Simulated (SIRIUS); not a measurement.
# Rh (Fm-3m) in SIRIUS: reference runs

Aim: a first look at Rh with PBEsol, on the cell as given and on a disturbed one.

Program: SIRIUS 7.12.0. These are calculated values, not measurements. Logs are shortened: lines on timing, memory, paths and dates and some standing lists are left out, and cuts for length are marked. The log counts tension as positive stress, the text compression.

### Step 1. The structure

The structure is cubic, space group Fm-3m (No. 225). Conventional cell: a = 3.796 Å, b = 3.796 Å, c = 3.796 Å, α = 90.00°, β = 90.00°, γ = 90.00°. Rh (site symmetry m-3m) has 12 Rh at 2.68 Å as nearest neighbours.

### Step 2. Single point, PBEsol

sirius.json

```json
{
  "control": {
    "processing_unit": "cpu",
    "std_evp_solver_name": "lapack",
    "gen_evp_solver_name": "lapack",
    "verbosity": 2,
    "print_forces": true,
    "ortho_rf": true,
    "use_second_variation": true,
    "rmt_max": 3.0,
    "num_bands_to_print": 17,
    "save_wf": true
  },
  "parameters": {
    "electronic_structure_method": "full_potential_lapwlo",
    "xc_functionals": ["XC_GGA_X_PBE_SOL", "XC_GGA_C_PBE_SOL"],
    "core_relativity": "dirac",
    "valence_relativity": "iora",
    "num_fv_states": 17,
    "smearing": "fermi_dirac",
    "smearing_width": 0.0018374661,
    "pw_cutoff": 20,
    "gk_cutoff": 3.61,
    "lmax_apw": 10,
    "lmax_rho": 8,
    "lmax_pot": 8,
    "num_mag_dims": 0,
    "auto_rmt": 0,
    "ngridk": [12, 12, 12],
    "shiftk": [0, 0, 0],
    "num_dft_iter": 80,
    "energy_tol": 1e-07,
    "density_tol": 1e-05,
    "use_symmetry": true
  },
  "settings": {"tol_ne": 1e-10},
  "iterative_solver": {"type": "exact"},
  "mixer": {"type": "anderson", "beta": 0.5, "max_history": 8},
  "unit_cell": {
    "lattice_vectors": [[0.0, 3.5864167256, 3.5864167256], [3.5864167256, 0.0, 3.5864167256], [3.5864167256, 3.5864167256, 0.0]],
    "atom_types": ["Rh"],
    "atom_files": {"Rh": "Rh.json"},
    "atoms": {"Rh": [[0.0, 0.0, 0.0]]}
  }
}
```

Rh.json

```json
{
  "name": "rhodium",
  "symbol": "Rh",
  "number": 45,
  "mass": 102.9055,
  "rmin": 1e-06,
  "rmt": 2.44,
  "nrmt": 800,
  "rinf": 15.89,
  "core": "1s2s2p3s3p3d",
  "valence": [
    {"basis": [{"enu": 0.2, "dme": 0, "n": 0, "auto": 0}, {"enu": 0.2, "dme": 1, "n": 0, "auto": 0}]},
    {"l": 0, "n": 1, "basis": [{"enu": 0.3, "dme": 0, "n": 0, "auto": 0}]},
    {"l": 1, "n": 2, "basis": [{"enu": 0.3, "dme": 0, "n": 0, "auto": 0}]},
    {"l": 2, "n": 3, "basis": [{"enu": 0.3, "dme": 0, "n": 0, "auto": 0}]},
    {"l": 3, "n": 4, "basis": [{"enu": 0.3, "dme": 0, "n": 0, "auto": 0}]}
  ],
  "lo": [
    {"l": 0, "basis": [{"enu": 0.3, "dme": 0, "n": 0, "auto": 0}, {"enu": 0.3, "dme": 1, "n": 0, "auto": 0}]},
    {
      "l": 0,
      "basis": [{"enu": -2.5564, "dme": 0, "n": 4, "auto": 1}, {"enu": -2.5564, "dme": 1, "n": 4, "auto": 1}]
    },
    {"l": 0, "basis": [{"enu": -2.5564, "dme": 1, "n": 4, "auto": 1}, {"enu": 0.3, "dme": 0, "n": 0, "auto": 0}]},
    {"l": 0, "basis": [{"enu": 0.3, "dme": 0, "n": 0, "auto": 0}, {"enu": 2.9874, "dme": 0, "n": 0, "auto": 0}]},
    {"l": 1, "basis": [{"enu": 0.3, "dme": 0, "n": 0, "auto": 0}, {"enu": 0.3, "dme": 1, "n": 0, "auto": 0}]},
    {
      "l": 1,
      "basis": [{"enu": -1.3862, "dme": 0, "n": 4, "auto": 1}, {"enu": -1.3862, "dme": 1, "n": 4, "auto": 1}]
    },
    {"l": 1, "basis": [{"enu": -1.3862, "dme": 1, "n": 4, "auto": 1}, {"enu": 0.3, "dme": 0, "n": 0, "auto": 0}]},
    {"l": 1, "basis": [{"enu": 0.3, "dme": 0, "n": 0, "auto": 0}, {"enu": 3.3906, "dme": 0, "n": 0, "auto": 0}]},
    {"l": 2, "basis": [{"enu": 0.3, "dme": 0, "n": 0, "auto": 0}, {"enu": 0.3, "dme": 1, "n": 0, "auto": 0}]},
    {"l": 2, "basis": [{"enu": 0.3, "dme": 1, "n": 0, "auto": 0}, {"enu": 0.3, "dme": 2, "n": 0, "auto": 0}]},
    {"l": 2, "basis": [{"enu": 0.3, "dme": 0, "n": 0, "auto": 0}, {"enu": 2.9203, "dme": 0, "n": 0, "auto": 0}]},
    {"l": 3, "basis": [{"enu": 0.3, "dme": 0, "n": 0, "auto": 0}, {"enu": 0.3, "dme": 1, "n": 0, "auto": 0}]},
    {"l": 3, "basis": [{"enu": 0.3, "dme": 0, "n": 0, "auto": 0}, {"enu": 3.2226, "dme": 0, "n": 0, "auto": 0}]}
  ],
  "free_atom": [... radial grid and density of the free atom, the start of the SCF ...]
}
```

sirius_start.json

```json
{
  "control": {
    "processing_unit": "cpu",
    "std_evp_solver_name": "lapack",
    "gen_evp_solver_name": "lapack",
    "verbosity": 1,
    "print_forces": false,
    "ortho_rf": true,
    "use_second_variation": true,
    "rmt_max": 3.0,
    "num_bands_to_print": 17,
    "save_wf": false
  },
  "parameters": {
    "electronic_structure_method": "full_potential_lapwlo",
    "xc_functionals": ["XC_LDA_X", "XC_LDA_C_PW"],
    "core_relativity": "dirac",
    "valence_relativity": "iora",
    "num_fv_states": 17,
    "smearing": "fermi_dirac",
    "smearing_width": 0.0055123983,
    "pw_cutoff": 20,
    "gk_cutoff": 2.89,
    "lmax_apw": 10,
    "lmax_rho": 8,
    "lmax_pot": 8,
    "num_mag_dims": 0,
    "auto_rmt": 0,
    "ngridk": [5, 5, 5],
    "shiftk": [0, 0, 0],
    "num_dft_iter": 30,
    "energy_tol": 0.01,
    "density_tol": 0.05,
    "use_symmetry": true
  },
  "settings": {"tol_ne": 1e-10},
  "iterative_solver": {"type": "exact"},
  "mixer": {"type": "anderson", "beta": 0.5, "max_history": 8},
  "unit_cell": {
    "lattice_vectors": [[0.0, 3.5864167256, 3.5864167256], [3.5864167256, 0.0, 3.5864167256], [3.5864167256, 3.5864167256, 0.0]],
    "atom_types": ["Rh"],
    "atom_files": {"Rh": "Rh.json"},
    "atoms": {"Rh": [[0.0, 0.0, 0.0]]}
  }
}
```

Potentials or basis: all-electron FP-LAPW, apw+lo standard.

Started as:

```console
$ OMP_NUM_THREADS=1 sirius.scf --input=sirius_start.json --output=start.json
$ OMP_NUM_THREADS=1 sirius.scf --input=sirius.json --output=output.json --task=1
```

What it wrote:

```text
[info] SIRIUS version : 7.12.0
[info] number of MPI ranks           : 1
[info] MPI grid                      : 1 1
[info] maximum number of OMP threads : 1
[fft] FFT context for density and potential
[fft] =====================================
[fft]   plane wave cutoff                     : 20
[fft]   grid size                             : 36 36 36   total : 46656
[fft]   grid limits                           : -17 18   -17 18   -17 18
[fft]   number of G-vectors within the cutoff : 12387
[fft]   number of G-shells                    : 367
[fft] FFT context for coarse grid
[fft] =====================================
[fft]   plane wave cutoff                     : 7.22
[fft]   grid size                             : 15 15 15   total : 3375
[fft]   grid limits                           : -7 7   -7 7   -7 7
[fft]   number of G-vectors within the cutoff : 561
[fft]   number of G-shells                    : 28
[unit cell] lattice vectors
[unit cell]   a1 :       0.0000000000      3.5864167256      3.5864167256
[unit cell]   a2 :       3.5864167256      0.0000000000      3.5864167256
[unit cell]   a3 :       3.5864167256      3.5864167256      0.0000000000
[unit cell] reciprocal lattice vectors
[unit cell]   b1 :      -0.8759697754      0.8759697754      0.8759697754
[unit cell]   b2 :       0.8759697754     -0.8759697754      0.8759697754
[unit cell]   b3 :       0.8759697754      0.8759697754     -0.8759697754
[unit cell] unit cell volume :        92.25974489 [a.u.^3]
[unit cell] 1/sqrt(omega)    :         0.10411034
[unit cell] MT volume        :        60.84965053 (65.95%)
[unit cell] IT volume        :        31.41009436 (34.05%)
[unit cell] number of atom types : 1
[unit cell] type id : 0 symbol : Rh mt_radius :   2.440000 num_atoms : 1
[unit cell] total number of atoms : 1
[unit cell] number of symmetry classes : 1
[unit cell] atom id  type id  class id             position                      vector_field
[unit cell] ------------------------------------------------------------------------------------------
[unit cell]      0        0        0      0.00000   0.00000   0.00000      0.00000   0.00000   0.00000
[unit cell] atom id         position (Cartesian, a.u.)
[unit cell] ---------------------------------------------
[unit cell]      0       0.000000    0.000000    0.000000
[unit cell] class id : 0 atom id : 0
[unit cell] minimum bond length:     5.071959
[sym] space group number   : 225
[sym] international symbol : Fm-3m
[sym] Hall symbol          : -F 4 2 3
[sym] space group transformation matrix :
[sym]   0.0000  0.5000  0.5000
[sym]   0.5000  0.0000  0.5000
[sym]   0.5000  0.5000  0.0000
[sym] space group origin shift :
[sym]   0.0000  0.0000  0.0000
[sym] number of space group operations  : 48
[... 290 lines left out ...]
[generate_radial_functions] Atom : Rh, class id : 0
[generate_radial_functions] augmented waves
[generate_radial_functions] local orbitals
[generate_radial_functions] {l: 0, n: 4, enu: -2.49895, dme: 0, auto: 1}
[generate_radial_functions] {l: 0, n: 4, enu: -2.49895, dme: 1, auto: 1}
[generate_radial_functions] {l: 0, n: 4, enu: -2.49895, dme: 1, auto: 1}
[generate_radial_functions] {l: 1, n: 4, enu: -1.31825, dme: 0, auto: 1}
[generate_radial_functions] {l: 1, n: 4, enu: -1.31825, dme: 1, auto: 1}
[generate_radial_functions] {l: 1, n: 4, enu: -1.31825, dme: 1, auto: 1}
[diagonalize] Lowest band energies
[diagonalize] ik:    0   -2.503196   -1.307632   -1.307632   -1.307632    0.097925    0.279730    0.279730    0.279730    0.358081    0.358081    0.972774    1.169969    1.169969    1.169969    1.394003    1.577842    1.577842
[diagonalize] ik:    1   -2.502912   -1.309540   -1.307889   -1.307889    0.108140    0.275296    0.283665    0.283665    0.355952    0.355952    0.987384    1.122346    1.184978    1.184978    1.440448    1.528379    1.544329
[... 8 lines left out ...]
[diagonalize] ik:   71   -2.497510   -1.325811   -1.325811   -1.318055    0.207780    0.252663    0.252663    0.349876    0.431435    0.747753    0.747753    0.806645    0.860677    1.329459    1.329459    1.488396    1.683953
[generate_core_charge_density] atom class : 0
[generate_core_charge_density]   n,l,k : 1 0 1  energy :        -845.21559755
[generate_core_charge_density]   n,l,k : 2 0 1  energy :        -122.07950496
[generate_core_charge_density]   n,l,k : 2 1 1  energy :        -113.01125510
[generate_core_charge_density]   n,l,k : 2 1 2  energy :        -107.70110971
[generate_core_charge_density]   n,l,k : 3 0 1  energy :         -21.38016827
[generate_core_charge_density]   n,l,k : 3 1 1  energy :         -17.83141261
[generate_core_charge_density]   n,l,k : 3 1 2  energy :         -16.91750895
[generate_core_charge_density]   n,l,k : 3 2 2  energy :         -10.62967012
[generate_core_charge_density]   n,l,k : 3 2 3  energy :         -10.44931931
[find] Total energy                   :   -4782.91230715 (Ha),   -9565.82461429 (Ry)
[find] iteration : 1, RMS (target) : 8.2656e-02 (1.0000e-05) , energy difference (target) : 5.5622e-06 (1.0000e-07)
[find] Total energy                   :   -4782.91229445 (Ha),   -9565.82458890 (Ry)
[find] iteration : 2, RMS (target) : 3.4248e-03 (1.0000e-05) , energy difference (target) : 1.2695e-05 (1.0000e-07)
[find] Total energy                   :   -4782.91229886 (Ha),   -9565.82459772 (Ry)
[find] iteration : 3, RMS (target) : 1.0085e-03 (1.0000e-05) , energy difference (target) : -4.4076e-06 (1.0000e-07)
[find] Total energy                   :   -4782.91229997 (Ha),   -9565.82459994 (Ry)
[find] iteration : 4, RMS (target) : 1.0704e-04 (1.0000e-05) , energy difference (target) : -1.1115e-06 (1.0000e-07)
[... 12 lines left out ...]
[find] valence_eval_sum               :     -10.11823119
[find] core_eval_sum                  :   -2842.16420358
[find] kinetic energy                 :    4984.81294866
[find] enuc                           :   -5802.34457895
[find] <rho|V^{XC}>                   :    -179.47610991
[find] <rho|E^{XC}>                   :    -136.57098217
[find] <mag|B^{XC}>                   :       0.00000000
[find] <rho|V^{H}>                    :   -7657.61927351
[find] smearing (-TS)                 :      -0.00029914
[find] SCF correction                 :      -0.00005065
[find] Total energy                   :   -4782.91229986 (Ha),   -9565.82459973 (Ry)
[find] Free energy (E-TS)             :   -4782.91259900 (Ha),   -9565.82519801 (Ry)
[find] band gap (eV)                  :       0.00000000
[find] Efermi                         :       0.41322111
[find] iteration : 6, RMS (target) : 4.3095e-06 (1.0000e-05) , energy difference (target) : 4.8040e-09 (1.0000e-07)
[find] converged after 7 SCF iterations!
[find] Charges and magnetic moments
[find] --------------------------------------------------------------------------------
[find] atom      charge    core leakage
[find] --------------------------------------------------------------------------------
[find]    0   43.695459    5.058115e-08
[find] total core leakage    : 5.05811527e-08
[find] interstitial charge   : 1.304539
[find] total charge          : 44.999998
[find] Energy
[find] --------------------------------------------------------------------------------
[find] valence_eval_sum               :     -10.11823119
[find] core_eval_sum                  :   -2842.16420358
[find] kinetic energy                 :    4984.81294866
[find] enuc                           :   -5802.34457895
[find] <rho|V^{XC}>                   :    -179.47610991
[find] <rho|E^{XC}>                   :    -136.57098217
[find] <mag|B^{XC}>                   :       0.00000000
[find] <rho|V^{H}>                    :   -7657.61927351
[find] smearing (-TS)                 :      -0.00029914
[find] SCF correction                 :      -0.00005065
[find] Total energy                   :   -4782.91229986 (Ha),   -9565.82459973 (Ry)
[find] Free energy (E-TS)             :   -4782.91259900 (Ha),   -9565.82519801 (Ry)
[find] band gap (eV)                  :       0.00000000
[find] Efermi                         :       0.41322111
[ground_state]
[ground_state] ==== total Forces in Ha/bohr =====
[ground_state] atom:    0, force:       0.0000000      0.0000000      0.0000000
[ground_state] ==== contribution from density =====
[ground_state] atom:    0, force:       0.0000000      0.0000000      0.0000000
[ground_state] ==== contribution from Hartree potential =====
[ground_state] atom:    0, force:       0.0000000      0.0000000      0.0000000
[ground_state] ==== contribution from IBS =====
[ground_state] atom:    0, force:       0.0000000      0.0000000      0.0000000
```

Run time: 20 s. Hardware: 1 thread of Arm Neoverse V2, shared host; peak memory 0.29 GiB.

Results:

* Free energy: -130149.6821 eV
* Band gap on the k mesh: none (metal or under the smearing width)
* All electrons inside the program's atomic spheres: Rh 43.70 (radii Rh 2.44 bohr)

### Step 3. Single point, PBEsol (cell strained at random)

sirius.json, as its differences from that of step 2:

```diff
@@ -22,3 +22,3 @@
     "pw_cutoff": 20,
-    "gk_cutoff": 3.61,
+    "gk_cutoff": 3.71,
     "lmax_apw": 10,
@@ -39,6 +39,10 @@
   "unit_cell": {
-    "lattice_vectors": [[0.0, 3.5864167256, 3.5864167256], [3.5864167256, 0.0, 3.5864167256], [3.5864167256, 3.5864167256, 0.0]],
+    "lattice_vectors": [
+      [-0.0743304874, 3.5585338167, 3.7085175997],
+      [3.594121139, 0.0620038039, 3.5721833085],
+      [3.6370651652, 3.4651435516, 0.0190597777]
+    ],
     "atom_types": ["Rh"],
     "atom_files": {"Rh": "Rh.json"},
-    "atoms": {"Rh": [[0.0, 0.0, 0.0]]}
+    "atoms": {"Rh": [[0.004767, 0.003501, -0.00582]]}
   }
```

Rh.json

```json
{
  "name": "rhodium",
  "symbol": "Rh",
  "number": 45,
  "mass": 102.9055,
  "rmin": 1e-06,
  "rmt": 2.37,
  "nrmt": 800,
  "rinf": 15.89,
  "core": "1s2s2p3s3p3d",
  "valence": [
    {"basis": [{"enu": 0.22, "dme": 0, "n": 0, "auto": 0}, {"enu": 0.22, "dme": 1, "n": 0, "auto": 0}]},
    {"l": 0, "n": 1, "basis": [{"enu": 0.32, "dme": 0, "n": 0, "auto": 0}]},
    {"l": 1, "n": 2, "basis": [{"enu": 0.32, "dme": 0, "n": 0, "auto": 0}]},
    {"l": 2, "n": 3, "basis": [{"enu": 0.32, "dme": 0, "n": 0, "auto": 0}]},
    {"l": 3, "n": 4, "basis": [{"enu": 0.32, "dme": 0, "n": 0, "auto": 0}]}
  ],
  "lo": [
    {"l": 0, "basis": [{"enu": 0.32, "dme": 0, "n": 0, "auto": 0}, {"enu": 0.32, "dme": 1, "n": 0, "auto": 0}]},
    {
      "l": 0,
      "basis": [{"enu": -2.5364, "dme": 0, "n": 4, "auto": 1}, {"enu": -2.5364, "dme": 1, "n": 4, "auto": 1}]
    },
    {
      "l": 0,
      "basis": [{"enu": -2.5364, "dme": 1, "n": 4, "auto": 1}, {"enu": 0.32, "dme": 0, "n": 0, "auto": 0}]
    },
    {"l": 0, "basis": [{"enu": 0.32, "dme": 0, "n": 0, "auto": 0}, {"enu": 3.1685, "dme": 0, "n": 0, "auto": 0}]},
    {"l": 1, "basis": [{"enu": 0.32, "dme": 0, "n": 0, "auto": 0}, {"enu": 0.32, "dme": 1, "n": 0, "auto": 0}]},
    {
      "l": 1,
      "basis": [{"enu": -1.3662, "dme": 0, "n": 4, "auto": 1}, {"enu": -1.3662, "dme": 1, "n": 4, "auto": 1}]
    },
    {
      "l": 1,
      "basis": [{"enu": -1.3662, "dme": 1, "n": 4, "auto": 1}, {"enu": 0.32, "dme": 0, "n": 0, "auto": 0}]
    },
    {"l": 1, "basis": [{"enu": 0.32, "dme": 0, "n": 0, "auto": 0}, {"enu": 3.5958, "dme": 0, "n": 0, "auto": 0}]},
    {"l": 2, "basis": [{"enu": 0.32, "dme": 0, "n": 0, "auto": 0}, {"enu": 0.32, "dme": 1, "n": 0, "auto": 0}]},
    {"l": 2, "basis": [{"enu": 0.32, "dme": 1, "n": 0, "auto": 0}, {"enu": 0.32, "dme": 2, "n": 0, "auto": 0}]},
    {"l": 2, "basis": [{"enu": 0.32, "dme": 0, "n": 0, "auto": 0}, {"enu": 3.0973, "dme": 0, "n": 0, "auto": 0}]},
    {"l": 3, "basis": [{"enu": 0.32, "dme": 0, "n": 0, "auto": 0}, {"enu": 0.32, "dme": 1, "n": 0, "auto": 0}]},
    {"l": 3, "basis": [{"enu": 0.32, "dme": 0, "n": 0, "auto": 0}, {"enu": 3.4178, "dme": 0, "n": 0, "auto": 0}]}
  ],
  "free_atom": [... radial grid and density of the free atom, the start of the SCF ...]
}
```

sirius_start.json, as its differences from that of step 2:

```diff
@@ -22,3 +22,3 @@
     "pw_cutoff": 20,
-    "gk_cutoff": 2.89,
+    "gk_cutoff": 2.97,
     "lmax_apw": 10,
@@ -39,6 +39,10 @@
   "unit_cell": {
-    "lattice_vectors": [[0.0, 3.5864167256, 3.5864167256], [3.5864167256, 0.0, 3.5864167256], [3.5864167256, 3.5864167256, 0.0]],
+    "lattice_vectors": [
+      [-0.0743304874, 3.5585338167, 3.7085175997],
+      [3.594121139, 0.0620038039, 3.5721833085],
+      [3.6370651652, 3.4651435516, 0.0190597777]
+    ],
     "atom_types": ["Rh"],
     "atom_files": {"Rh": "Rh.json"},
-    "atoms": {"Rh": [[0.0, 0.0, 0.0]]}
+    "atoms": {"Rh": [[0.004767, 0.003501, -0.00582]]}
   }
```

Potentials or basis: all-electron FP-LAPW, apw+lo standard.

Started as:

```console
$ OMP_NUM_THREADS=1 sirius.scf --input=sirius_start.json --output=start.json
$ OMP_NUM_THREADS=1 sirius.scf --input=sirius.json --output=output.json --task=1
```

It took 78 s on 1 thread of Arm Neoverse V2, shared host; peak memory 1 GiB.

Results (log left out):

```yaml
Free_energy: -130149.6349 eV
Band_gap_on_the_k_mesh: none (metal or under the smearing width)
All_electrons_inside_the_program's_atomic_spheres: Rh 43.45 (radii Rh 2.37 bohr)
```

Levels at points of the mesh, in eV from the Fermi level:
| k point | band 6 | band 7 | band 8 | band 9 | band 10 | band 11 |
| --- | --- | --- | --- | --- | --- | --- |
| (0.00, 0.00, 0.00) | -3.54 | -3.18 | -2.67 | -1.25 | -0.68 | 15.73 |
| (0.50, 0.00, 0.00) | -3.45 | -2.81 | 0.24 | 0.36 | 0.65 | 8.04 |
| (0.00, 0.50, 0.00) | -3.64 | -2.85 | 0.50 | 0.84 | 1.01 | 9.19 |
| (0.50, 0.50, 0.00) | -6.00 | 0.47 | 0.81 | 1.24 | 2.96 | 11.99 |
| (0.00, 0.00, 0.50) | -3.34 | -3.04 | 0.24 | 0.78 | 0.91 | 8.87 |
| (0.50, 0.00, 0.50) | -6.06 | 0.49 | 0.99 | 1.13 | 3.87 | 12.10 |
| (0.00, 0.50, 0.50) | -6.01 | 0.52 | 0.86 | 1.17 | 2.82 | 11.80 |
| (0.50, 0.50, 0.50) | -3.78 | -2.57 | 0.46 | 0.63 | 0.72 | 8.64 |
